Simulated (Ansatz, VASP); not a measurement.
**Ba3HfO: VASP beside Ansatz**

```
Ba Hf O
1.0
     5.28755    0.00000    0.00000
     0.00000    5.28755    0.00000
     0.00000    0.00000    5.75347
Ba Hf O
3 1 1
Direct
  0.50000 0.00000 0.50000
  0.00000 0.50000 0.50000
  0.00000 0.00000 0.00000
  0.00000 0.00000 0.50000
  0.50000 0.50000 0.50000
```

Alike in both runs: task single point; functional PBE; k mesh 4 × 4 × 4; occupations gaussian, width 0.1 eV; no spin polarisation.

|  | VASP | Ansatz |
| --- | --- | --- |
| version | VASP 6.6.1 | Ansatz 0.2.0 |
| potentials or method | VASP PAW PBE potentials, release 64 (Ba_sv, Hf_pv, O) | scalar-relativistic, plane waves, PAW |
| plane-wave cutoff (eV) | 520 | 420 |
| valence electrons in the cell | 46 | 62 |

|  | VASP | Ansatz | Ansatz less VASP |
| --- | --- | --- | --- |
| gap on the k mesh at the Fermi level (eV) | none | none | - |
| pressure (GPa) | 13.0 | 10.7 | -2.30 |
| largest component of the traceless stress (GPa) | 2.63 | 1.65 | -0.976 |

A gap of «none» marks a metal or a gap that the smearing closes. With one functional, cell and mesh, what is left measures potentials, basis and numerics. The two sets of potentials don't hold the same shells in valence.

Spin-orbit coupling is left out, which matters for the levels of Ba, Hf.
